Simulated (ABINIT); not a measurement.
# BP: single point with LDA

BP:

```
CELL_PARAMETERS angstrom
0.00000 2.26900 2.26900
2.26900 0.00000 2.26900
2.26900 2.26900 0.00000
ATOMIC_POSITIONS crystal
P 0.75000 0.75000 0.75000
B 0.00000 0.00000 0.00000
```

```yaml
Program: ABINIT 10.8.3 (patched build)
Task: single point
Functional: LDA
Potentials_or_basis: JTH PAW LDA v2.0
Cutoff: 544 eV
k_mesh: 13 × 13 × 13
Occupations: fermi-dirac, width 0.05 eV
Spin: no spin polarisation
```

The pressure is -5.4 GPa, the band gap on the k mesh is 1.20 eV, indirect (least direct gap 3.38 eV) and the valence electrons inside the program's atomic spheres are P 1.66; B 1.84.

Levels at points of the mesh, in eV from the valence-band top:
| k point | band 1 | band 2 | band 3 | band 4 | band 5 | band 6 | band 7 | band 8 |
| --- | --- | --- | --- | --- | --- | --- | --- | --- |
| (0.00, 0.00, 0.00) | -15.40 | 0.00 | 0.00 | 0.00 | 3.38 | 3.38 | 3.38 | 7.34 |

It took 11 s on 1 thread of Arm Neoverse V2, with other jobs on the host, peak memory 0.07 GiB.

Caveat: an odd mesh through Γ misses points on the zone boundary, where band edges often lie.
